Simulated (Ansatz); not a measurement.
A run of Ansatz 0.2.0:

input.yaml

```yaml
crystal:
  lattice:
    - [-2.458737, 2.43333, 2.453918]
    - [2.466134, -2.587583, 2.615568]
    - [2.473422, 2.602269, -2.608171]
  atoms:
    - { symbol: Ba, position: [-0.013336, -0.004153, -0.0105] }
hamiltonian:
  xc: hiss
  pseudopotentials: { kind: paw, source: jth }
  dispersion: d4
kpoints:
  mp_grid: { grid: [5, 5, 5] }
scf:
  occupations: { method: gaussian, width: 0.01 }
  exx: { singularity: none }
output:
  forces: true
  stress: true
  eigenvalues: true
  write_density: true
  write_potential: true
  elf: true
  volumetric_format: npy
```

Potentials or basis: JTH PAW.

Command:

```console
$ ansatz run input.yaml --threads 1 --pin off --max-ram 2560MiB --backend cpu --events-out ev --progress --plain --runs-dir out
```

Hardware: 1 thread of AMD EPYC 9R45 96-Core Processor (Zen 5), with other jobs on the host.

Task: How long does it take, and how much memory?

Result: Run time: 14 min on 1 thread of AMD EPYC 9R45 96-Core Processor (Zen 5) (shared host), peak memory 2.2 GiB. Counts: scf iterations 51, plane waves 2431, k points 63, bands 9.
